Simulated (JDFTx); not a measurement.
## KCl (Sylvite): equation of state with LDA

Crystal: KCl (Sylvite).

```xyz
2
Lattice="0.0000 3.1465 3.1465 3.1465 0.0000 3.1465 3.1465 3.1465 0.0000" Properties=species:S:1:pos:R:3 pbc="T T T"
K     0.0000    0.0000    0.0000
Cl    3.1465    3.1465    3.1465
```

```yaml
Program: JDFTx 1.7.0 (patched build)
Task: equation of state
Functional: LDA
Potentials_or_basis: PseudoDojo-SR-LDA-0.4.1-standard with smoothed tails
Cutoff: 980 eV
Density_cutoff: 7837 eV
k_mesh: 7 × 7 × 7
Occupations: fermi-dirac, width 0.05 eV
Spin: no spin polarisation
Local_potential_set_to_-Z/r_beyond: 6 bohr
Bands: 14
Density_cutoff_over_wavefunction_cutoff: 8
Max_SCF_steps: 100
SCF_threshold_on_the_energy: 1e-09 Ha
Solver_of_the_electrons: scf
```

- Equilibrium volume: 28.03 Å³/atom (rough: see the caveat)
- Bulk modulus: 24 GPa (rough)

Energy against volume, from the lowest point:
```
volume (Å³/atom)  energy (meV/atom)
          29.282               0.00
          29.905               4.47
          30.528              10.34
          31.151              17.44
          31.774              25.61
          32.397              34.70
          33.020              44.61
```

Caveat: the minimum lies outside the volumes run.
